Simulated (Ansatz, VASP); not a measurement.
## One calculation of W, two programs

File INCAR:

```
SYSTEM = W
ALGO = Normal
EDIFF = 1E-7
ENCUT = 520
GGA = PE
ISIF = 2
ISMEAR = 0
LASPH = .TRUE.
LCHARG = .TRUE.
LELF = .TRUE.
LREAL = .FALSE.
LVHAR = .TRUE.
LWAVE = .FALSE.
NBANDS = 13
NELM = 80
PREC = Accurate
SIGMA = 0.1
```

KPOINTS

```
k-points
0
G
  8 8 8
  0 0 0
```

The input POSCAR:

```
W
1.0
   -1.6007500000      1.6007500000      1.6007500000
    1.6007500000     -1.6007500000      1.6007500000
    1.6007500000      1.6007500000     -1.6007500000
W
1
Direct
    0.0000000000      0.0000000000      0.0000000000
```

Input for Ansatz:

```yaml
crystal:
  lattice:
    - [-1.60075, 1.60075, 1.60075]
    - [1.60075, -1.60075, 1.60075]
    - [1.60075, 1.60075, -1.60075]
  atoms:
    - { symbol: W, position: [0.0, 0.0, 0.0] }
basis:
  ecutwfc: 420
kpoints:
  mp_grid: { grid: [8, 8, 8] }
hamiltonian:
  xc: pbe
  pseudopotentials: { kind: paw, azcp: { folder: soft_1 } }
scf:
  occupations: { method: gaussian, width: 0.1 }
output:
  forces: true
  stress: true
  eigenvalues: true
```

Alike in both runs: task single point; functional PBE; k mesh 8 × 8 × 8; occupations gaussian, width 0.1 eV; no spin polarisation.

|  | VASP | Ansatz |
| --- | --- | --- |
| version | VASP 6.6.1 | Ansatz 0.2.0 |
| potentials or method | VASP PAW PBE potentials, release 64 (W_sv) | scalar-relativistic, plane waves, PAW |
| plane-wave cutoff (eV) | 520 | 420 |
| valence electrons in the cell | 14 | 14 |

|  | VASP | Ansatz | Ansatz less VASP |
| --- | --- | --- | --- |
| gap on the k mesh at the Fermi level (eV) | none | none | - |
| pressure (GPa) | -4.2 | -4.6 | -0.40 |

A gap of «none» marks a metal or a gap that the smearing closes.

Spin-orbit coupling is left out, which matters for the levels of W.
